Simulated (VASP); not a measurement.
Write the native input for VASP 6.6.1 that does the following.

```yaml
Task: single point
Functional: PBE
Potentials_or_basis: VASP PAW PBE potentials, release 64 (Cd, O)
Cutoff: 520 eV
k_mesh: 10 × 10 × 10
Occupations: gaussian, width 0.019 eV
Spin: no spin polarisation
Further_INCAR_settings: ALGO = Fast; EDIFF = 1e-06
```

The structure of CdO (Monteponite) lies in POSCAR:

```
CdO
1.0
    0.0000000000      2.3495000000      2.3495000000
    2.3495000000      0.0000000000      2.3495000000
    2.3495000000      2.3495000000      0.0000000000
Cd O
1 1
Direct
    0.0000000000      0.0000000000      0.0000000000
    0.5000000000      0.5000000000      0.5000000000
```

One way to write it, as run:

INCAR

```
ALGO = Fast
EDIFF = 1E-6
ENCUT = 520
GGA = PE
ISIF = 2
ISMEAR = 0
LASPH = T
LCHARG = F
LREAL = F
LWAVE = F
NELM = 100
PREC = Accurate
SIGMA = 0.019000000000000003
```

KPOINTS

```
k-points
0
Gamma
  10 10 10
```

Potentials or basis: VASP PAW PBE potentials, release 64 (Cd, O).

Run with:

```bash
$ cat potpaw_PBE.64/Cd/POTCAR potpaw_PBE.64/O/POTCAR > POTCAR
$ mpirun -np 1 vasp_std > vasp.out
```

Results of the run:

```json
{
  "Pressure": "7.6 GPa",
  "Band gap on the k mesh": "none (metal or under the smearing width)"
}
```

Caveat: this crystal is a semiconductor, whose small gap the functional closes, so the metal is an error of the method.

Run time: 25 s on 1 thread of AMD EPYC 7R43 64-Core Processor (Zen 3) (shared host), peak memory 0.12 GiB.
